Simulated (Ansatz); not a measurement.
Runs of Ansatz 0.2.0 on Sb. It takes space group P6_3/mmc (No. 194, hexagonal). The conventional cell has a = 3.355 Å, b = 3.355 Å, c = 5.470 Å, α = 90.00°, β = 90.00°, γ = 120.00°. Sb (site symmetry -6m2) is surrounded by 12 Sb at 3.35 Å. This isn't the form of Sb at room conditions, which is rhombohedral.

```tsv
level	cutoff (eV)	gap on the mesh (eV)	pressure (GPa)
PBE0	420	none	-2.1
HSE06	420	none	(b)
r2SCAN	500	none	(a)
PBEsol	420	none	-2.5
LDA	420	none	-3.7
```

Alike in all rows: task projected density of states; potentials or basis Ansatz PAW; no spin polarisation; cell as given; k mesh 5 × 5 × 3; smearing fermi-dirac 0.05 eV; the mesh is coarse, so values aren't converged.

Question: Estimate the missing entries.

Answer: (a) -0.3; (b) -1.8.

Caveats: all runs use coarse meshes; the PAW data sets come from PBE, with cores solved anew for the run's functional, which leaves a small shift of forces and pressure; the density of states is complete only up to the lowest level of the last band computed; the thresholds are loose for stress (some runs).

A k mesh can miss the band edges, and the runs leave out spin-orbit coupling on Sb.

A gap of «none» marks a metal or a gap under the smearing width.
